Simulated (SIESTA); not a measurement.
SnO:

```
CELL_PARAMETERS angstrom
3.81370 0.00000 0.00000
0.00000 3.81370 0.00000
0.00000 0.00000 4.88691
ATOMIC_POSITIONS crystal
Sn 0.50000 0.00000 0.76463
Sn 0.00000 0.50000 0.23537
O 0.00000 0.00000 0.00000
O 0.50000 0.50000 0.00000
```

The cell is a database's computed one.

Base run:

```yaml
Program: SIESTA 5.4.2
Functional: optB88-vdW
Potentials_or_basis: PseudoDojo 0.4 standard (PBE files)
Basis: DZP (energy shift 0.003 Ry; two zetas on semicore shells)
Grid_cutoff: 800 Ry
Energy_shift: 0.003 Ry
k_mesh: 7 × 7 × 6
Occupations: fermi-dirac, width 0.05 eV
Spin: no spin polarisation
```

Its results: band gap on the k mesh 0.51 eV, indirect (least direct gap 2.05 eV); pressure 6.8 GPa; largest force 1.002 eV/Å.

**Question.** After a change of settings the same cell gave: band gap on the k mesh 0.41 eV, indirect (least direct gap 1.95 eV); pressure 3.9 GPa; largest force 0.851 eV/Å. Which change was it?
A. functional from optB88-vdW to PBE
B. functional from optB88-vdW to VV10
C. functional from optB88-vdW to vdW-DF-cx
D. functional from optB88-vdW to vdW-DF2

**Answer.** C.

Caveats: the potentials were made for another functional, which shifts forces and pressure; spin-orbit coupling is left out, which moves the levels of the heavy elements; an odd mesh through Γ misses points on the zone boundary, where band edges often lie; the basis of atomic orbitals isn't converged, which shifts pressures, moduli and gaps.
